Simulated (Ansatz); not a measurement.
## BaTe in Ansatz: convergence with k mesh

The system is BaTe.

```
Ba Te
1.0
     0.00000    3.41000    3.41000
     3.41000    0.00000    3.41000
     3.41000    3.41000    0.00000
Ba Te
1 1
Direct
  0.00000 0.00000 0.00000
  0.50000 0.50000 0.50000
```

- Program: Ansatz 0.2.0
- Task: convergence study
- Functional: PBE
- Potentials or basis: all-electron LAPW, scalar-relativistic
- Cutoff: 136 eV (chosen from the basis error)
- Basis error allowed: 0.001 eV/atom
- k mesh: 1 × 1 × 1
- Occupations: fermi-dirac, width 0.05 eV
- Spin: no spin polarisation

These are the settings of the first run; the series varies k mesh, with any setting tied to it.

Hardware: 1 thread of Arm Neoverse V2, with other jobs on the host.

Q: The values tried are 1 × 1 × 1, 2 × 2 × 2, 4 × 4 × 4, 5 × 5 × 5, 6 × 6 × 6, 7 × 7 × 7, 8 × 8 × 8, 10 × 10 × 10, loosest first. From which on does the pressure stay within 0.1 GPa of the tightest run that finished?

A: From 4 × 4 × 4 on.

```tsv
k mesh	energy less the tightest run, at zero smearing (meV/atom)	pressure (GPa)	gap on the mesh (eV)	SCF cycles	CPU time (s)	peak memory (GiB)
1 × 1 × 1	3462.88	19.28	1.981	7	1.2	0.22
2 × 2 × 2	243.53	5.73	1.287	7	1.4	0.22
4 × 4 × 4	5.64	3.89	1.421	7	2.3	0.23
5 × 5 × 5	1.29	3.84	1.525	7	2.6	0.24
6 × 6 × 6	0.34	3.82	1.427	7	3.6	0.25
7 × 7 × 7	0.09	3.81	1.478	7	4.2	0.26
8 × 8 × 8	0.03	3.81	1.428	7	5.7	0.28
10 × 10 × 10	0.00	3.81	1.428	7	8.8	0.32
```

Against the tightest run, the energy stays within 1 meV/atom from 6 × 6 × 6 on; the gap on the mesh stays within 0.01 eV from 8 × 8 × 8 on. Meshes of other sizes hit other points, so gaps and Fermi surfaces needn't settle smoothly. The tightest run that finished is the yardstick and may itself not be fully converged.

Caveat, for the tightest run too: spin-orbit coupling is left out, which moves the levels of the heavy elements.
